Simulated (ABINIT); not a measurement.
The system is Ga.

```
Ga
1.0
     1.38300   -4.02650    0.00000
     1.38300    4.02650    0.00000
    -0.11745    0.00000    3.32993
Ga
2
Cartesian
  1.2949 2.9716 2.4974
  1.3536 -2.9716 0.8325
```

This isn't the form of Ga at room conditions, which is orthorhombic.

- Program: ABINIT 10.8.3 (patched build)
- Task: single point
- Functional: PBEsol
- Potentials or basis: JTH PAW PBE v2.0
- Cutoff: 463 eV
- k mesh: 10 × 10 × 8
- Occupations: fermi-dirac, width 0.05 eV
- Spin: no spin polarisation

On this cell: pressure -2.1 GPa; largest force 0.195 eV/Å; band gap on the k mesh none (metal or under the smearing width).

The same run follows on a disturbed copy (atoms moved at random, drawn with an rms of 0.05 Å):

```
CELL_PARAMETERS angstrom
1.38300 -4.02650 0.00000
1.38300 4.02650 0.00000
-0.11745 0.00000 3.32993
ATOMIC_POSITIONS crystal
Ga 0.11699 0.85684 0.74834
Ga 0.86667 0.13242 0.23663
```

Task: What changes?

Result: The energy (extrapolated to zero smearing) moves by +0.0 meV/atom; pressure -2.1 GPa; largest force 0.177 eV/Å; band gap on the k mesh none (metal or under the smearing width).

Forces in eV/Å, atoms in the order of the input:
```
Ga   0.004 -0.163 -0.069
Ga  -0.004  0.163  0.069
```

Stress tensor (GPa, compression positive):
```
-1.37 -0.02  0.43
-0.02 -1.99  0.12
 0.43  0.12 -2.94
```

Caveats: the PAW data sets were made with another functional, which shifts forces and pressure a little.
